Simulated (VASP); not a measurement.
Input:

```xyz
2
Lattice="0.0000 3.0581 3.0581 3.0581 0.0000 3.0581 3.0581 3.0581 0.0000" Properties=species:S:1:pos:R:3 pbc="T T T"
Zn     3.0581     0.0000     3.0581
Te     1.5291     1.5291     1.5291
```

All values below come from r2SCAN meta-GGA, VASP's PBE PAW potentials (set 64) (plane waves; VASP). Numerical set-up: 520 eV cut-off, 8×8×8 Γ-centred mesh, Gaussian smearing of 0.050 eV, potentials Zn Te.

Unless said otherwise, spin-orbit coupling is left out, though it shifts the bands of the heavy elements here.

Problem. What does the run give for the energy per atom (σ→0), band gap (on the k-mesh) with the smallest direct gap where there is one?

Solution. 
- band gap (on the k-mesh) = 1.79 eV
- smallest direct gap (on the k-mesh) = 1.79 eV
- energy per atom (σ→0) = -17.728 eV/atom

Total energies compare only between runs with the same potentials, cut-off and functional.

The compound is ZnTe in the zinc blende structure. It was relaxed first.
